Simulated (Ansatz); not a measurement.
# Te2Mo (P2_1/m) in Ansatz: further runs, part 2 of 2

Ansatz 0.2.0.

## (4) Relaxation of cell and atoms, LDA

input.yaml reads:

```yaml
crystal:
  lattice:
    - [6.33, 0.0, 0.0]
    - [0.0, 3.469, 0.0]
    - [-0.9467947088, 0.0, 13.8276237937]
  atoms:
    - { symbol: Te, position: [0.9437, 0.75, 0.6045] }
    - { symbol: Te, position: [0.0563, 0.25, 0.3955] }
    - { symbol: Te, position: [0.903, 0.25, 0.8514] }
    - { symbol: Te, position: [0.097, 0.75, 0.1486] }
    - { symbol: Te, position: [0.4112, 0.75, 0.8955] }
    - { symbol: Te, position: [0.5888, 0.25, 0.1045] }
    - { symbol: Te, position: [0.4432, 0.25, 0.6484] }
    - { symbol: Te, position: [0.5568, 0.75, 0.3516] }
    - { symbol: Mo, position: [0.8167, 0.75, 0.9926] }
    - { symbol: Mo, position: [0.1833, 0.25, 0.0074] }
    - { symbol: Mo, position: [0.6819, 0.25, 0.4934] }
    - { symbol: Mo, position: [0.3181, 0.75, 0.5066] }
hamiltonian:
  xc: lda
  pseudopotentials: { kind: paw }
kpoints:
  mp_grid: { grid: [4, 8, 2] }
scf:
  occupations: { method: fermi_dirac, width: 0.05 }
output:
  forces: true
  stress: true
relax:
  f_tol: 0.01
  max_steps: 40
  cell: { stress_tol: 0.05 }
```

Started as:

```console
> ansatz run input.yaml --threads 4 --pin off --max-ram 11264MiB --backend cpu --events-out ev --progress --plain --runs-dir out
```

It took 3.7 min on 4 threads of Intel Xeon at 2.50GHz (Skylake/Cascade Lake), shared host; peak memory 1.4 GiB.

The run converged. Its results:

```yaml
Free_energy: -73992.3134 eV
Relaxed_volume: 24.02 Å³/atom
Relaxed_cell: a = 6.297 Å, b = 3.444 Å, c = 13.313 Å, α = 90.00°, β = 93.14°, γ = 90.00°
Space_group_after_relaxing_to_0.05_Å: P2_1/m (No. 11)
Energy_gained_by_relaxing: 11.2 meV/atom
Ionic_steps: 7
Pressure_after_relaxing: 0.0 GPa
Largest_force_after_relaxing: 0.003 eV/Å
```

Forces in eV/Å, atoms in the order of the input:
```
Te  -0.001  0.000 -0.001
Te   0.001  0.000  0.001
Te  -0.001  0.000  0.001
Te   0.001  0.000 -0.001
Te  -0.001  0.000  0.002
Te   0.001  0.000 -0.002
Te   0.001  0.000 -0.002
Te  -0.001  0.000  0.002
Mo  -0.003  0.000  0.000
Mo   0.003  0.000  0.000
Mo   0.002  0.000  0.002
Mo  -0.002  0.000 -0.002
```

The path:
```csv
step,energy change (eV),largest force (eV/Å),volume (Å³)
1,0.0000,0.4101,303.64
2,-0.1209,0.0873,293.50
3,-0.1314,0.0957,287.02
4,-0.1356,0.1021,287.85
5,-0.1377,0.0105,288.13
6,-0.1378,0.0030,288.28
7,-0.1345,0.0031,288.28
```

Final structure:
```
Te Mo
1.0
     6.29730    0.00000    0.04946
     0.00000    3.44367    0.00000
    -0.83385    0.00000   13.28700
Te Mo
8 4
Direct
  0.94167 0.75000 0.60510
  0.05833 0.25000 0.39490
  0.90781 0.25000 0.84680
  0.09219 0.75000 0.15320
  0.41572 0.75000 0.89519
  0.58428 0.25000 0.10481
  0.43851 0.25000 0.65282
  0.56149 0.75000 0.34718
  0.81809 0.75000 0.99256
  0.18191 0.25000 0.00744
  0.68024 0.25000 0.49357
  0.31976 0.75000 0.50643
```

Caveat: the plane-wave basis is chosen anew once the cell has moved, so the energies of steps on either side of that aren't comparable; the PAW data sets come from PBE, with cores solved anew for the run's functional, which leaves a small shift of forces and pressure. LDA usually gives volumes a few per cent too small.

## (5) Relaxation of cell and atoms, PBE+D4

input.yaml: that of step 4 with these lines changed.

```diff
@@ -19,4 +19,5 @@
 hamiltonian:
-  xc: lda
+  xc: pbe
   pseudopotentials: { kind: paw }
+  dispersion: d4
 kpoints:
```

Potentials or basis: Ansatz PAW.

Started as:

```console
> ansatz run input.yaml --threads 4 --pin off --max-ram 11264MiB --backend cpu --events-out ev --progress --plain --runs-dir out
```

Output:

```text
Warning: RAYON_NUM_THREADS=4 ignored (pool sized by the plan → 4); use --threads N
Engine: ansatz 0.2.0, x86_64-unknown-linux-gnu
Pseudopotentials: kind: paw
Pseudopotential: Te, paw, valence charge 16, recommended cutoff 420 eV (normal), Te.paw.azcp
Pseudopotential: Mo, paw, valence charge 14, recommended cutoff 420 eV (normal), Mo.paw.azcp
Functional definition: PBE
  parameter kappa = 0.804
  parameter beta = 0.06672455060314922
  exchange = pbe_x(kappa = kappa, mu = beta*pi^2/3)
  correlation = pbe_c(beta = beta)
Crystal: 12 atoms, lattice volume = 303.638 Å³
Basis set: ecut = 420 eV, 5919 PW (Γ), exchange–correlation on 90×48×192 points (8 copies of the dense FFT grid, shifted against one another)
Bands: 111, of which v1, the nominal top of the filled ones, is band 92 counted from 1 (91 counted from 0)
Symmetry: 4 space group operations
Space group: P21/m (ITA 11), of the structure as read, at distance tolerance 6.7e-5 Å
k-points: 30 of 64
Non-local potential: Te, projectors of the file, l = 0: 2, l = 1: 2, l = 2: 2, l = 3: 2
Non-local potential: Mo, projectors of the file, l = 0: 3, l = 1: 2, l = 2: 2, l = 3: 1
PAW form: soft (Blöchl's): semilocal exchange-correlation on the pseudo side does not see the compensation charge
PAW one-centre angular grid: Te, 590 points (default); XC on 64 Gauss nodes
PAW one-centre angular grid: Mo, 590 points (default); XC on 64 Gauss nodes
Initial density: superposition of atomic densities (neutral atoms: chi_scale 0, normalization atom), corrected by the library's trained network
Initial wavefunctions: pseudopotential atomic-orbital guess
Functional: x = pbe(κ = 0.804, μ = 0.2195149727645171), c = pbe(β = 0.06672455060314922)
SCF iter   1: F=—  HF=-75673.252324 eV  |F-HF|=—  |Δ(HF+E_count)|=         —  Δρ=4.49e-3  dr2=6.66e-2  ethr=1.77e-3  ⟨swp⟩=6.0  Hψ=12147  notcnv=0  defer=34
preconditioner: auto → LDOS  [metal: Δε(μ)=0.002 eV  Ē_g=7.238 eV  σ=0.050 eV  W_gap=0.01  n_scr=82 (ndim 8)  ℏωp=18.1 eV  f_vac=0.028  D(μ)=4.27/eV (n_scr^D=16)  β→1.0]
SCF iter   2: F=—  HF=-75673.273375 eV  |F-HF|=—  |Δ(HF+E_count)|=   2.11e-2  Δρ=2.78e-3  dr2=8.99e-2  ethr=3.62e-5  ⟨swp⟩=2.0  Hψ=5246  notcnv=0  defer=226
SCF iter   3: F=—  HF=-75673.264922 eV  |F-HF|=—  |Δ(HF+E_count)|=   8.45e-3  Δρ=9.57e-4  dr2=9.88e-3  ethr=3.62e-5  ⟨swp⟩=2.0  Hψ=4238  notcnv=0  defer=226
SCF iter   4: F=—  HF=-75673.263883 eV  |F-HF|=—  |Δ(HF+E_count)|=   1.04e-3  Δρ=1.92e-4  dr2=2.89e-4  ethr=5.37e-6  ⟨swp⟩=2.0  Hψ=3633  notcnv=0  defer=226
SCF iter   5: F=—  HF=-75673.263840 eV  |F-HF|=—  |Δ(HF+E_count)|=   4.30e-5  Δρ=3.31e-5  dr2=9.40e-6  ethr=1.57e-7  ⟨swp⟩=2.0  Hψ=4058  notcnv=0  defer=226
SCF iter   6: F=—  HF=-75673.263855 eV  |F-HF|=—  |Δ(HF+E_count)|=   1.48e-5  Δρ=9.43e-6  dr2=4.09e-7  ethr=5.11e-9  ⟨swp⟩=2.0  Hψ=5648  notcnv=0  defer=223
SCF iter   7: F=-75673.263855 eV  HF=-75673.263855 eV  |F-HF|=1.39e-8  |Δ(HF+E_count)|=   1.05e-7  Δρ=3.11e-6  dr2=4.11e-8  ethr=5.43e-11  ⟨swp⟩=5.0  Hψ=10910  notcnv=0
SCF 1 converged in 7 iterations: F = -75673.263855 eV  dr2 = 4.11e-8
[... 93 lines left out ...]
Internal energy: -75673.291926 eV  (E = F + TS)
E sigma→0 (E₀):  -75673.309213 eV
Entropy (-TS):   -0.034574 eV (-2.881 meV/atom)
Fermi energy:    13.236435 eV
--- Per-component energies (eV) ---
  E_band       = -2215.126615
  E_kinetic    = 3220.383616
  E_local      = -14076.715083  (includes V_loc(G=0)·N_el)
  E_nonlocal   = -1906.320447
  E_hartree    = 7961.690354
  E_xc         = -1732.999792
  E_vxc        = -1755.881590  (∫ρ·V_xc dr)
  E_paw        = -50107.296920  (= ΣΔE_a)
  E_vpaw       = -3619.972678  (= ΣTr[D̂ρ^β])
  E_aug_tail   = -0.001236  (compensation charges beyond the density's cutoff)
  E_ewald      = -19025.172635
  E_disp       = -6.859782  (pairwise vdW)
  E_smearing   = -0.034574  (= −TS)
  E_closure    = -0.000000  (closes the sum)
  Σ components = -75673.326499   (vs F -75673.326499, Δ=0.00e0)
--- Forces (eV/Å), atoms counted from 1 ---
  atom   1  Te    -0.00566354     0.00000000    -0.00211700
  atom   2  Te     0.00566354    -0.00000000     0.00211700
  atom   3  Te    -0.00036754     0.00000000    -0.00123986
  atom   4  Te     0.00036754     0.00000000     0.00123986
  atom   5  Te     0.00122080     0.00000000     0.00193295
  atom   6  Te    -0.00122080    -0.00000000    -0.00193295
  atom   7  Te     0.00329279     0.00000000     0.00344567
  atom   8  Te    -0.00329279    -0.00000000    -0.00344567
  atom   9  Mo     0.00062664    -0.00000000     0.00248608
  atom  10  Mo    -0.00062664     0.00000000    -0.00248608
  atom  11  Mo     0.00345779     0.00000000    -0.00082089
  atom  12  Mo    -0.00345779    -0.00000000     0.00082089
  max |Σ_I F_I| component: 1.73e-18 eV/Å
--- Stress (GPa, compression-positive) ---
        0.017598      -0.000000       0.001750
       -0.000000       0.013696       0.000000
        0.001750       0.000000      -0.003628
  P = ⅓ Tr σ = 0.0092 GPa (0.092 kbar)
--- Relaxed structure (7 steps of the walk, 6 accepted, 1 SCFs on fresh bases) ---
  F+E_penalty+E_count = -75673.32649930 eV   max|allowed force component| = 5.664e-3 eV/Å   (the final SCF, on the basis selected at the relaxed cell)
  cell:  # Å, volume = 292.7323 Å³
    - [6.339511331545632, 0.0, 0.027565120420007975]
    - [0.0, 3.4759670168961017, 0.0]
    - [-0.8880024755275101, 0.0, 13.280454321587037]
  atoms:
    - { symbol: Te, position: [0.943929556957725, 0.7500000000000001, 0.6067287475374118] }
    - { symbol: Te, position: [0.05607044304227525, 0.25, 0.3932712524625887] }
    - { symbol: Te, position: [0.9056888818052109, 0.25, 0.845034406491135] }
    - { symbol: Te, position: [0.09431111819478925, 0.7500000000000001, 0.154965593508865] }
    - { symbol: Te, position: [0.4137051242426033, 0.7500000000000001, 0.8936635555787978] }
    - { symbol: Te, position: [0.5862948757573967, 0.25, 0.10633644442120235] }
    - { symbol: Te, position: [0.4396966631900615, 0.25, 0.6544500643042361] }
    - { symbol: Te, position: [0.5603033368099385, 0.7500000000000001, 0.3455499356957639] }
    - { symbol: Mo, position: [0.8177661683959445, 0.7500000000000001, 0.9923158919648073] }
    - { symbol: Mo, position: [0.18223383160405557, 0.25, 0.007684108035192751] }
    - { symbol: Mo, position: [0.6802133782313737, 0.25, 0.4936792382482891] }
    - { symbol: Mo, position: [0.3197866217686263, 0.7500000000000001, 0.5063207617517111] }
```

Run time: 2.7 min. Hardware: 4 threads of Intel Xeon at 2.50GHz (Skylake/Cascade Lake), shared host; peak memory 1.5 GiB.

What came out:

- Free energy: -75673.3265 eV
- Relaxed volume: 24.39 Å³/atom
- Relaxed cell: a = 6.340 Å, b = 3.476 Å, c = 13.310 Å, α = 90.00°, β = 93.58°, γ = 90.00°
- Space group after relaxing (to 0.05 Å): P2_1/m (No. 11)
- Energy gained by relaxing: 5.2 meV/atom
- Ionic steps: 7
- Pressure after relaxing: 0.0 GPa
- Largest force after relaxing: 0.006 eV/Å

Forces on the atoms (eV/Å):
```
Te  -0.006  0.000 -0.002
Te   0.006  0.000  0.002
Te   0.000  0.000 -0.001
Te   0.000  0.000  0.001
Te   0.001  0.000  0.002
Te  -0.001  0.000 -0.002
Te   0.003  0.000  0.003
Te  -0.003  0.000 -0.003
Mo   0.001  0.000  0.002
Mo  -0.001  0.000 -0.002
Mo   0.003  0.000 -0.001
Mo  -0.003  0.000  0.001
```

Step by step:
| step | energy change (eV) | largest force (eV/Å) | volume (Å³) |
| --- | --- | --- | --- |
| 1 | 0.0000 | 0.1712 | 303.64 |
| 2 | -0.0348 | 0.1892 | 298.08 |
| 3 | -0.0488 | 0.1415 | 295.80 |
| 4 | -0.0602 | 0.1560 | 293.27 |
| 5 | -0.0645 | 0.0445 | 292.76 |
| 6 | -0.0648 | 0.0061 | 292.73 |
| 7 | -0.0626 | 0.0060 | 292.73 |

Final structure:
```xyz
12
Lattice="6.3395 0.0000 0.0276 0.0000 3.4760 0.0000 -0.8880 0.0000 13.2805" Properties=species:S:1:pos:R:3 pbc="T T T"
Te    5.4453    2.6070    8.0837
Te    0.0062    0.8690    5.2244
Te    4.9912    0.8690   11.2474
Te    0.4603    2.6070    2.0606
Te    1.8291    2.6070   11.8797
Te    3.6224    0.8690    1.4284
Te    2.2063    0.8690    8.7035
Te    3.2452    2.6070    4.6045
Mo    4.3031    2.6070   13.2009
Mo    1.1484    0.8690    0.1071
Mo    3.8738    0.8690    6.5750
Mo    1.5777    2.6070    6.7330
```

Caveat: the plane-wave basis is chosen anew once the cell has moved, so the energies of steps on either side of that aren't comparable.

## (6) Summary

```csv
task,level,cell,smearing,pressure (GPa),relaxed volume (Å³/atom),largest force (eV/Å)
relaxation of cell and atoms,BLYP,relaxed,fermi-dirac 0.05 eV,0.0,42.51,-
single point,PBE,as given,gaussian 0.012 eV,2.5,-,0.15
relaxation of cell and atoms,LDA,relaxed,fermi-dirac 0.05 eV,0.0,24.02,-
relaxation of cell and atoms,PBE+D4,relaxed,fermi-dirac 0.05 eV,0.0,24.39,0.01
```

Alike in all rows: potentials or basis Ansatz PAW; no spin polarisation; k mesh 4 × 8 × 2; cutoff (eV) 420.

Caveats: the plane-wave basis is chosen anew once the cell has moved, so the energies of steps on either side of that aren't comparable (some runs); the PAW data sets come from PBE, with cores solved anew for the run's functional, which leaves a small shift of forces and pressure (some runs); the volume moved by over 15 % at a fixed basis, so the end points are rough (some runs); the volume moved by +68 % from the deposited cell, more than functionals usually miss (some runs).

Total energies depend on the potentials used, so only differences within one code and one set of settings carry meaning.
